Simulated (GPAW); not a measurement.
Runs of GPAW 26.7.0 on MnO. It takes space group Fm-3m (No. 225, cubic). The conventional cell has a = 4.444 Å, b = 4.444 Å, c = 4.444 Å, α = 90.00°, β = 90.00°, γ = 90.00°. Mn (site symmetry m-3m) is surrounded by 6 O at 2.22 Å. O (site symmetry m-3m) has 6 Mn at 2.22 Å as nearest neighbours. 

| task | level | U | cell | optimizer | fmax | max steps | convergence | gap on the mesh (eV) | pressure (GPa) | moment (μB) |
| --- | --- | --- | --- | --- | --- | --- | --- | --- | --- | --- |
| single point | r2SCAN+U | Mn d U = 4 eV | as given | - | - | - | - | 0.97 | (b) | 5.00 |
| single point | r2SCAN+U | Mn d U = 3 eV | as given | - | - | - | - | 0.72 | 6.2 | 5.00 |
| single point | r2SCAN+U | Mn d U = 6 eV | as given | - | - | - | - | 1.40 | 8.1 | 5.00 |
| single point | r2SCAN | - | as given | - | - | - | - | none | 3.8 | (a) |
| relaxation of the atoms | PBE | - | atoms relaxed from: strain = 0.02 | BFGS | 0.02 eV/Å | 60 | density=1e-05 forces=0.0001 | none | - | 4.73 |
| single point | r2SCAN+U | Mn d U = 8 eV | as given | - | - | - | - | 1.76 | 9.2 | 5.00 |
| single point | r2SCAN+U | Mn d U = 2 eV | as given | - | - | - | - | 0.45 | 5.4 | 5.00 |
| single point | r2SCAN+U | Mn d U = 5 eV | as given | - | - | - | - | 1.20 | 7.5 | 5.00 |
| relaxation of the atoms | PBE | - | atoms relaxed | BFGS | 0.02 eV/Å | 60 | density=1e-05 forces=0.0001 | none | - | 4.69 |

Alike in all rows: potentials or basis GPAW PAW data sets (gpaw-data 1.2.1), pw; spin collinear, ferromagnetic start; k mesh 7 × 7 × 7; cutoff (eV) 800; smearing fermi-dirac 0.05 eV.

**Question.** Fill in the values left out.

**Answer.** (a) 4.99; (b) 6.9.

Caveats: a cell with one magnetic atom can't hold antiferromagnetic order, which such compounds often take; the PAW data sets were made with another functional, which shifts forces and pressure a little (some runs); an odd mesh through Γ misses points on the zone boundary, where band edges often lie (some runs); semilocal functionals often make such compounds metallic where correlation or magnetic order opens a gap, which also shifts bond lengths (some runs); the density grid can change from cell to cell, which puts small steps into energies and stress (some runs); each step starts from the last one's moments, so a moment once lost doesn't come back (some runs); the relaxation stopped at its first step, so nothing moved (some runs).

A gap of «none» marks a metal or a gap under the smearing width.
